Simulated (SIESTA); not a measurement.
The system is TiSi2.

```xyz
3
Lattice="-1.4729 1.7121 4.2121 1.4729 -1.7121 4.2121 1.4729 1.7121 -4.2121" Properties=species:S:1:pos:R:3 pbc="T T T"
Ti    0.0000    0.0000    0.0000
Si    0.0000    0.0000    5.6448
Si    0.0000    0.0000    2.7793
```

The cell comes from a database or a generator and needn't be the stable form of this composition.

Base run:

```yaml
Program: SIESTA 5.4.2
Functional: LDA
Potentials_or_basis: PseudoDojo 0.4 standard (LDA files)
Basis: DZP (energy shift 0.003 Ry; two zetas on semicore shells)
Grid_cutoff: 800 Ry
Energy_shift: 0.003 Ry
k_mesh: 8 × 8 × 8
Occupations: fermi-dirac, width 0.05 eV
Spin: no spin polarisation
```

Its results: band gap on the k mesh none (metal or under the smearing width); pressure -5.9 GPa; largest force 0.045 eV/Å.

Problem. The run is repeated on the same cell with these changes: functional from LDA to PBEsol; potentials or basis from PseudoDojo 0.4 standard (LDA files) to PseudoDojo 0.4 standard (PBEsol files). What comes out?

Solution. Band gap on the k mesh none (metal or under the smearing width); pressure -2.9 GPa; largest force 0.007 eV/Å.

Caveats: the basis of atomic orbitals isn't converged, which shifts pressures, moduli and gaps.
